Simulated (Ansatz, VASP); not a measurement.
One calculation of Ti2B, two programs

```
Ti B
1.0
     0.00000    2.72806    2.72806
     2.72806    0.00000    2.72806
     2.72806    2.72806    0.00000
Ti B
2 1
Cartesian
  1.3640 1.3640 1.3640
  4.0921 4.0921 4.0921
  0.0000 0.0000 0.0000
```

Change from the starting cell: species swapped into the Al2Pd type (Fm-3m, No. 225).

Alike in both runs: functional PBE; k mesh 14 × 14 × 14; occupations gaussian, width 0.1 eV; no spin polarisation.

Ansatz relaxed the structure, and its values are those at the end. VASP's run is a single point on that final structure, the one shown.

|  | VASP | Ansatz |
| --- | --- | --- |
| version | VASP 6.6.1 | Ansatz 0.2.0 |
| potentials or method | VASP PAW PBE potentials, release 64 (Ti_sv, B) | scalar-relativistic, plane waves, PAW |
| plane-wave cutoff (eV) | 520 | 420 |
| valence electrons in the cell | 27 | 27 |

```csv
,VASP,Ansatz,Ansatz less VASP
gap on the k mesh at the Fermi level (eV),none,none,-
pressure (GPa),-0.1,0.0,+0.06
```

A gap of «none» marks a metal or a gap that the smearing closes.
